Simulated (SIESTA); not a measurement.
The system is GaP.

```
Ga P
1.0
     0.00000    2.72525    2.72525
     2.72525    0.00000    2.72525
     2.72525    2.72525    0.00000
Ga P
1 1
Direct
  0.00000 0.00000 0.00000
  0.75000 0.75000 0.75000
```

Program: SIESTA 5.4.2. Alike in all runs: task band structure; cell as given; smearing fermi-dirac 0.05 eV; grid cutoff 800 Ry.

Question: Order these runs on this cell by their pressure, lowest first.
A. level BLYP; potentials or basis PseudoDojo 0.4 standard (PBE files), DZP (energy shift 0.003 Ry; two zetas on semicore shells); spin off; k mesh 8 × 8 × 8; energy shift 0.003 Ry
B. level PBE; potentials or basis PseudoDojo 0.4 standard (PBE files, fully relativistic), DZP (energy shift 0.002 Ry; radii capped at 9.5 bohr); spin non-collinear, zero start, SOC; k mesh 6 × 6 × 6; energy shift 0.002 Ry
C. level LDA; potentials or basis PseudoDojo 0.4 standard (LDA files), DZP (energy shift 0.003 Ry; two zetas on semicore shells); spin off; k mesh 8 × 8 × 8; energy shift 0.003 Ry
D. level vdW-DF-cx; potentials or basis PseudoDojo 0.4 standard (PBE files), DZP (energy shift 0.003 Ry; two zetas on semicore shells); spin off; k mesh 8 × 8 × 8; energy shift 0.003 Ry

Answer: C (-2.2 GPa), D (1.5 GPa), B (3.7 GPa), A (6.8 GPa).

Caveats: the basis of atomic orbitals isn't converged, which shifts pressures, moduli and gaps; the potentials were made for another functional, which shifts forces and pressure (some runs); semicore shells carry a single zeta, which can move pressures by several GPa and volumes by a few percent (some runs).

Not every run made on this cell is shown here.
